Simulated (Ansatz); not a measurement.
**Mo: how the free axis answers a strain**

Mo, Im-3m, a = 3.161 Å. Ansatz: PBE, PAW, 420 eV, Γ-centred 16×16×16 mesh on 2 atoms, Gaussian smearing 0.10 eV; no spin polarisation. Series: biaxial strain in the a-b plane, c and atoms relaxed; x is the strain in per cent. y is the change of c in per cent of 3.161 Å.

```tsv
x (%)	y (%)
-6.0	?
-4.0	3.32
-2.0	1.45
0.0	0.00
2.0	-1.32
4.0	-2.58
6.0	-3.93
```

Task: Fit y = c1 x + c2 x² to the other rows, say what c1 measures, and predict the missing y.

Result: Least squares on the rows shown. y = −0.7417 x + 0.01690 x². With no stress along c, c1 = −2C12/C11 = -0.742. With a term in x³ added, the coefficient of x becomes -0.6873, 7 % less, which shows how far this figure hangs on the form. At x = -6.0 the fit asked for gives 5.06 %. The run gave 5.76 %, so the fit is 0.70 % too low, 7.2 % of the span of the series, against an rms of 0.10 % on the fitted rows. The row lies outside the fitted range. With a term in x³ added, a fit to the same known rows predicts 5.60 %, so most of the miss is curvature that the known rows already hold.